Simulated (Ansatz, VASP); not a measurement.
# HfN in VASP and in Ansatz

```
Hf N
1.0
     0.00000    2.32679    2.27381
     2.27381    0.00000    2.27381
     2.27381    2.32679    0.00000
Hf N
1 1
Direct
  0.00067 0.99933 0.00067
  0.49147 0.50853 0.49147
```

Change from the starting cell: mode 5 frozen in at -0.039 Å, normal strain along y +0.0233.

Alike in both runs: task single point; functional PBE; k mesh 16 × 16 × 16; occupations gaussian, width 0.15 eV; no spin polarisation.

```csv
,VASP,Ansatz
version,VASP 6.6.1,Ansatz 0.2.0
potentials or method,"VASP PAW PBE potentials, release 64 (Hf_pv, N)","scalar-relativistic, plane waves, PAW"
plane-wave cutoff (eV),520,520
valence electrons in the cell,15,31
```

|  | VASP | Ansatz | Ansatz less VASP |
| --- | --- | --- | --- |
| gap on the k mesh at the Fermi level (eV) | none | none | - |
| pressure (GPa) | -7.5 | -5.3 | +2.23 |
| largest component of the traceless stress (GPa) | 5.79 | 5.87 | +0.081 |
| rms of the force components (eV/Å) | 0.202 | 0.202 | +0.0003 |

Atom by atom the forces differ by 0.000 eV/Å (rms over components). A gap of «none» marks a metal or a gap that the smearing closes. The two sets of potentials don't hold the same shells in valence.

The runs have no spin-orbit coupling, so splittings on Hf are missing.
